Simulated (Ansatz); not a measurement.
These are results of DFT PBE, scalar-relativistic, plane waves, PAW in Ansatz, not measurements. Settings: cutoff 420 eV, Γ-centred meshes spaced at most about 0.3 Å⁻¹, and about 0.25 Å⁻¹ or finer for metals (2π included), Gaussian smearing. Spin is collinear in cells that carry moments; the others ran without spin or lost their moments.

These are static total energies at zero pressure.

Question: Order these relaxed structures of WS2 by energy, lowest first, with the energy over the lowest of them.
A.
(no moments)
```
CELL_PARAMETERS angstrom
3.18750 0.00000 0.00000
1.59334 2.76064 0.00000
0.59045 0.05514 15.27352
ATOMIC_POSITIONS crystal
W 0.96636 0.41565 0.24863
W 0.03364 0.58435 0.75137
S 0.61498 0.08026 0.35151
S 0.34896 0.91562 0.85424
S 0.38502 0.91975 0.64849
S 0.65104 0.08438 0.14576
```

B.
(parallel moments up to 0.6 μB)
```
CELL_PARAMETERS angstrom
6.52819 0.00000 0.00000
-3.26410 5.65358 0.00000
0.00000 0.00000 7.28473
ATOMIC_POSITIONS crystal
S 0.71324 0.00000 0.00000
S 0.00000 0.71324 0.00000
S 0.28676 0.28676 0.00000
S 0.00000 0.00000 0.50000
W 0.00000 0.00000 0.81380
W 0.00000 0.00000 0.18620
```

Answer: A (0 meV/atom), B (985 meV/atom). Forms: A P-1; B P-62m. Counting S atoms around W (those within 1.25 times the shortest such distance or 1.15 times the sum of covalent radii): A has W 6; B has W 4. Origin: A, invented, matching a COD cell; B, invented. The lowest form computed isn't among them: it has the 2H molybdenite type, space group P6_3/mmc (No. 194), 21.8 Å³/atom, is reached from a Materials Project cell and lies under 1 meV/atom below the best shown.

No dispersion correction is applied, so the spacing and binding between layers, chains or molecules are poorly described (P-1, P-62m), and this can change margins and order among such cells. These runs have no spin–orbit coupling, which can matter for W. The magnetic state reached may not be the lowest. Cells relaxed within their symmetry can be saddle points. Some types were kept out of the candidates beforehand, so the set may lack a known form.
